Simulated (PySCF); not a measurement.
Orbital energies and ionisation energy

Species: C4H10O.
Structure used (PBE0-D3(BJ)/def2-TZVP), in Å, numbered top down from 1:
```
atom  x, y, z in Å
C1    -1.1652   -0.8195    0.2288
C2     0.0806    0.0560    0.2225
C3    -0.1034    1.2460   -0.7097
C4     1.3034   -0.7510   -0.1720
O5     0.3493    0.5185    1.5449
H6    -2.0403   -0.2434    0.5450
H7    -1.3725   -1.2206   -0.7661
H8    -1.0353   -1.6539    0.9207
H9    -0.9696    1.8432   -0.4080
H10    0.7808    1.8857   -0.6827
H11   -0.2671    0.9207   -1.7399
H12    1.1815   -1.1751   -1.1705
H13    1.4610   -1.5653    0.5376
H14    2.1915   -0.1162   -0.1679
H15   -0.4003    1.0469    1.8330
```

Level: wB97X-D/aug-cc-pVTZ (PySCF). Frontier orbitals with their largest atomic shares (Löwdin; up to four atoms above 4 %):

| orbital | ε (eV) | main atoms |
| --- | --- | --- |
| HOMO−3 | -11.97 | O5 28 %, C1 12 %, C3 12 %, C2 11 % |
| HOMO−2 | -11.75 | C1 15 %, C3 15 %, C4 14 %, C2 13 % |
| HOMO−1 | -10.95 | O5 24 %, C2 21 %, C4 15 %, C3 10 % |
| HOMO | -9.72 | ? |
| LUMO | 0.80 | H9 16 %, H6 16 %, H15 16 %, H11 10 % |
| LUMO+1 | 1.10 | H12 23 %, H14 13 %, H13 12 %, H6 9 % |
| LUMO+2 | 1.12 | H8 24 %, H10 23 %, H6 8 %, H9 8 % |

Problem. What vertical ionisation energy does ΔSCF give, and how far is −ε(HOMO) from it?

Solution. ΔSCF: 10.10 eV (975 kJ/mol; threshold wavelength 123 nm); ⟨S²⟩ of the doublet left behind is 0.755, against 0.75 for a pure doublet. −ε(HOMO) is 9.72 eV, 0.38 eV below it. In exact Kohn–Sham theory the two would be equal; wB97X-D (range-separated hybrid) falls short of its own ΔSCF value by 4 %.

Problem. On which atoms does the HOMO lie?

Solution. O5 (alcohol oxygen) 53 %, C2 (carbinol carbon (C–OH)) 15 %, C1 (methyl carbon) 8 %, C3 (methyl carbon) 8 %. The HOMO−1 lies 1.23 eV lower.

Problem. Shift the occupied levels rigidly so that −ε(HOMO) equals the ΔSCF value. What binding energies result?

Solution. The shift is +0.38 eV: HOMO 10.10, HOMO−1 11.33, HOMO−2 12.13, HOMO−3 12.35 eV. A rigid shift is only a rough guide to the deeper ionisations.

Problem. What kinetic energy would electrons from this vertical process carry with 118.2 nm light (10.49 eV)?

Solution. 10.49 − 10.10 = 0.39 eV.

Problem. How many of the 10 lowest singlet excitations (vertical TDDFT, same level) lie below the ionisation energy?

Solution. All 10; they run from 6.80 to 8.81 eV.

Isolated species at its PBE0-D3(BJ)/def2-TZVP geometry, gas phase.

The run behind these numbers computed excited states and ΔSCF ions as well. Time: 2.8 min wall, 5.9 min CPU; peak memory 2.9 GiB. Hardware: an Intel Xeon Platinum 8259CL at 2.50 GHz with 2 threads, no GPU, on a shared host.
